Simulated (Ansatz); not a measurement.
Program: Ansatz. Geometries: PBE0-D4/def2-TZVP. ΔE: electronic, gas phase. CBS: MP2 limit from def2 TZ/QZ plus the TZ coupled-cluster correction, frozen cores. DFT in def2-TZVPP. For Ge outer-core shells are correlated without core-valence functions, which leaves a few kJ/mol of doubt a bond. Scalar relativity is left out up to krypton. Each species was taken in one conformer, which may not be the lowest.

Reaction (substitution at a C–Ge bond): `[CH3][Ge@H]1[O][C@@H]1F` + `CC(C)(C)O` → `COC(C)(C)C` + `F[CH]1[O][GeH2]1`

```
             level  ΔE (kJ/mol)
            B97M-V         82.0
      CAM-B3LYP-D4         82.4
CCSD(T)/def2-TZVPP         89.2
     MP2/CBS(def2)         98.8
```

**Question.** What does CCSD(T)/CBS give? (An estimate is asked.)

**Answer.** The calculation gave: +92.5 kJ/mol. The listed levels differ from it by -10.5, -10.1, -3.3, 6.3 kJ/mol.

Largest T1 diagnostic among the species: 0.015.

Leaving LDA and LC-ωPBE aside and taking each functional with its dispersion term where it has one, the values, not all of them listed here, spread over 12.4 kJ/mol, from BLYP-D4 to PBE-QIDH. LDA lies −9.3 kJ/mol from PBE without D4. The D4 term adds −4.1 kJ/mol with B3LYP and −2.5 kJ/mol with PBE0; it sums over pairs of atoms, weighted by their polarisabilities, and B3LYP, whose exchange is more repulsive, gets the larger term. At CCSD(T), def2-SVP lies −21.5 kJ/mol from the extrapolated value and def2-TZVPP −3.3 kJ/mol.

B3LYP here is the variant with VWN-RPA as its local correlation; programs differ in this.

CCSD(T)/CBS has its own doubt, a few kJ/mol and more with outer-core shells, so smaller differences from it don't rank the levels.
